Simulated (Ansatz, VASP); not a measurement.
## One calculation of MgSiN, two programs

```
Mg Si N
1.0
     2.73281    0.00000    0.00000
     0.00000    2.73281    0.00000
     0.00000    0.00000    6.07190
Mg Si N
1 1 1
Direct
  0.50000 0.50000 0.50000
  0.50000 0.50000 0.00000
  0.00000 0.00000 0.00000
```

Change from the starting cell: species swapped into the DyCoC type (P4/mmm, No. 123).

Alike in both runs: functional PBE; k mesh 6 × 6 × 6; occupations gaussian, width 0.1 eV; no spin polarisation.

Ansatz relaxed the structure, and its values are those at the end. VASP's run is a single point on that final structure, the one shown.

|  | VASP | Ansatz |
| --- | --- | --- |
| version | VASP 6.6.1 | Ansatz 0.2.0 |
| potentials or method | VASP PAW PBE potentials, release 64 (Mg, Si, N) | scalar-relativistic, plane waves, PAW |
| plane-wave cutoff (eV) | 520 | 420 |
| valence electrons in the cell | 11 | 19 |

|  | VASP | Ansatz | Ansatz less VASP |
| --- | --- | --- | --- |
| gap on the k mesh at the Fermi level (eV) | none | none | - |
| pressure (GPa) | 0.2 | 0.2 | +0.03 |

A gap of «none» marks a metal or a gap that the smearing closes. With one functional, cell and mesh, what is left measures potentials, basis and numerics. The two sets of potentials don't hold the same shells in valence.

Caveats: the k mesh is coarse (spacing up to 0.38 Å⁻¹), so the values aren't converged.
